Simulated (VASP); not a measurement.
Given:

```yaml
crystal:
  lattice:
    - [0.00000, 2.53423, 2.53423]
    - [2.53423, 0.00000, 2.53423]
    - [2.53423, 2.53423, 0.00000]
  atoms:
    - { symbol: Zr, position: [0.00000, 0.00000, 0.00000] }
    - { symbol: O, position: [0.25000, 0.25000, 0.25000] }
    - { symbol: O, position: [0.75000, 0.75000, 0.75000] }
```

Method: PBEsol GGA, VASP's PBE PAW potentials (set 64) (plane waves; VASP 6.6.1). Numerical set-up: 520 eV cut-off, 10×10×10 Γ-centred mesh, Gaussian smearing of 0.010 eV, potentials Zr_sv O.

Task: Give the direction-averaged independent-particle dielectric function (no local fields, no excitons; a broadening of 0.1 eV leaves a tail below the gap, and fine structure carries the noise of the k-mesh).

Result: 
| ħω (eV) | ε₁ | ε₂ |
|---|---|---|
| 0.00 | 5.99 | 0.00 |
| 0.50 | 6.01 | 0.00 |
| 1.00 | 6.09 | 0.00 |
| 1.50 | 6.22 | 0.00 |
| 2.00 | 6.43 | 0.00 |
| 2.50 | 6.74 | 0.00 |
| 3.00 | 7.22 | 0.00 |
| 3.50 | 8.09 | 0.00 |
| 4.00 | 9.65 | 1.48 |
| 4.50 | 7.97 | 2.28 |
| 5.00 | 8.36 | 5.27 |
| 5.50 | 7.66 | 4.78 |
| 6.10 | 7.53 | 5.47 |
| 6.60 | 6.29 | 5.26 |
| 7.10 | 8.95 | 6.58 |
| 7.60 | 5.45 | 10.15 |
| 8.10 | 2.59 | 11.82 |
| 8.60 | -1.04 | 12.39 |
| 9.10 | -3.26 | 5.63 |
| 9.60 | -2.70 | 4.19 |
| 10.10 | -1.35 | 3.85 |
| 10.60 | -1.66 | 3.49 |
| 11.10 | -2.10 | 3.65 |
| 11.70 | -1.89 | 1.69 |
ε₂ peaks at 5.7 eV (height 6.1), 6.5 eV (height 8.2), 7.3 eV (height 15.9), 8.0 eV (height 13.6), 8.6 eV (height 12.4); ε₁(0) averages 5.99, so the electronic refractive index below the gap tends to √5.99 = 2.45.

The structure comes from a measured ZrO2 entry (Fm-3m) of the Crystallography Open Database, whose conditions weren't checked. It was relaxed first.
